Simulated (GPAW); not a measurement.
Runs of GPAW 26.7.0 on Ca. The structure is cubic, space group Im-3m (No. 229). The conventional cell has a = 4.480 Å, b = 4.480 Å, c = 4.480 Å, α = 90.00°, β = 90.00°, γ = 90.00°. Ca (site symmetry m-3m) is surrounded by 8 Ca at 3.88 Å. This isn't the form of Ca at room conditions, which is fcc.

```tsv
task	level	potentials or basis	cell	optimizer	fmax	max steps	convergence	target pressure	gap on the mesh (eV)	pressure (GPa)	relaxed volume (Å³/atom)
relaxation of cell and atoms	PBEsol	PAW data sets generated in the run's folder for this functional, pw	relaxed	BFGS	0.02 eV/Å	60	density=1e-05 forces=0.0001	-	none	0.0	40.52
relaxation of cell and atoms	PBEsol	PAW data sets generated in the run's folder for this functional, pw	relaxed to 2 GPa	BFGS	0.02 eV/Å	60	density=1e-05 forces=0.0001	2 GPa	none	2.0	-
relaxation of cell and atoms	BLYP	PAW data sets generated in the run's folder for this functional, pw	relaxed	BFGS	0.02 eV/Å	60	density=1e-05 forces=0.0001	-	none	0.0	42.27
relaxation of cell and atoms	RPBE	the program's PAW data sets (release 1.2.1) made for this functional, pw	relaxed	BFGS	0.02 eV/Å	60	density=1e-05 forces=0.0001	-	none	0.0	44.66
relaxation of cell and atoms	PBE	GPAW PAW data sets (gpaw-data 1.2.1), pw	relaxed	BFGS	0.02 eV/Å	60	density=1e-05 forces=0.0001	-	none	0.0	42.27
relaxation of cell and atoms	LDA	the program's PAW data sets (release 1.2.1) made for this functional, pw	relaxed	BFGS	0.02 eV/Å	60	density=1e-05 forces=0.0001	-	none	0.0	37.82
single point	PBE	GPAW PAW data sets (gpaw-data 1.2.1), pw	strain = -0.01	-	-	-	-	-	none	-0.9	-
relaxation of cell and atoms	r2SCAN	GPAW PAW data sets (gpaw-data 1.2.1), pw	relaxed	BFGS	0.02 eV/Å	60	density=1e-05 forces=0.0001	-	none	0.0	(a)
relaxation of cell and atoms	revPBE	the program's PAW data sets (release 1.2.1) made for this functional, pw	relaxed	BFGS	0.02 eV/Å	60	density=1e-05 forces=0.0001	-	none	0.0	(b)
```

Alike in all rows: no spin polarisation; k mesh 8 × 8 × 8; cutoff (eV) 600; smearing fermi-dirac 0.05 eV.

Problem. Fill in the values left out.

Solution. (a) 43.40; (b) 44.14.

Caveats: later steps reuse the first step's grids (some runs); the volume moved by over 15 % at a fixed basis, so the end points are rough (some runs); the density grid can change from cell to cell, which puts small steps into energies and stress (some runs); the cell was measured hot, at 740 K (some runs); the PAW data sets were made with another functional, which shifts forces and pressure a little (some runs).

A gap of «none» marks a metal or a gap under the smearing width.
